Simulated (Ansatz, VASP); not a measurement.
# Mo in VASP and in Ansatz

File INCAR:

```
SYSTEM = Mo
PREC     = Accurate       ! precision mode
ENCUT    = 520            ! plane-wave cutoff, eV
EDIFF    = 1E-6           ! SCF threshold, eV
ISMEAR   = 0              ! smearing method
SIGMA    = 0.15           ! smearing width, eV
LREAL    = .FALSE.        ! projectors in reciprocal space
LASPH    = .TRUE.         ! aspherical terms in the spheres
NELM     = 60             ! most SCF steps
ALGO     = Normal         ! electronic algorithm
ISIF     = 2              ! what is computed and relaxed
LWAVE    = .FALSE.        ! write WAVECAR
LCHARG   = .FALSE.        ! write CHGCAR
GGA      = PE             ! functional
NBANDS   = 13             ! bands
```

File KPOINTS:

```
regular mesh
0
G
  21 21 18
  0 0 0
```

Contents of POSCAR:

```
Mo
1.0
    2.6944777412      0.0000000000      0.0000000000
   -1.3472388706      2.3334861739      0.0000000000
    0.0000000000      0.0000000000      2.4785252790
Mo
1
Direct
    0.0000000000      0.0000000000      0.5000000000
```

Input for Ansatz:

```yaml
crystal:
  lattice:
    - [2.6944777412, 0.0, 0.0]
    - [-1.3472388706, 2.3334861739, 0.0]
    - [0.0, 0.0, 2.478525279]
  atoms:
    - { symbol: Mo, position: [0.0, 0.0, 0.5] }
basis:
  ecutwfc: 420
kpoints:
  mp_grid: { grid: [21, 21, 18] }
hamiltonian:
  xc: pbe
scf:
  occupations: { method: gaussian, width: 0.15 }
output:
  forces: true
  stress: true
  eigenvalues: true
```

Change from the starting cell: strain -0.015 along x and y, -0.030 along z, atoms carried along.

Alike in both runs: task single point; functional PBE; k mesh 21 × 21 × 18; occupations gaussian, width 0.15 eV; no spin polarisation.

|  | VASP | Ansatz |
| --- | --- | --- |
| version | VASP 6.6.1 | Ansatz 0.2.0 |
| potentials or method | VASP PAW PBE potentials, release 64 (Mo_sv) | scalar-relativistic, plane waves, PAW |
| plane-wave cutoff (eV) | 520 | 420 |
| valence electrons in the cell | 14 | 14 |

Ansatz gave:

| Quantity | Value |
| --- | --- |
| gap on the k mesh at the Fermi level (eV) | none |
| pressure (GPa) | 18.4 |
| largest component of the traceless stress (GPa) | 2.72 |

What did VASP give for the same quantities?

gap on the k mesh at the Fermi level (eV): none; pressure (GPa): 19.1; largest component of the traceless stress (GPa): 2.49.

A gap of «none» marks a metal or a gap that the smearing closes.

Caveats: so large a pressure means that the cell lies far from this level's equilibrium, or that cutoff or potentials fall short (VASP).
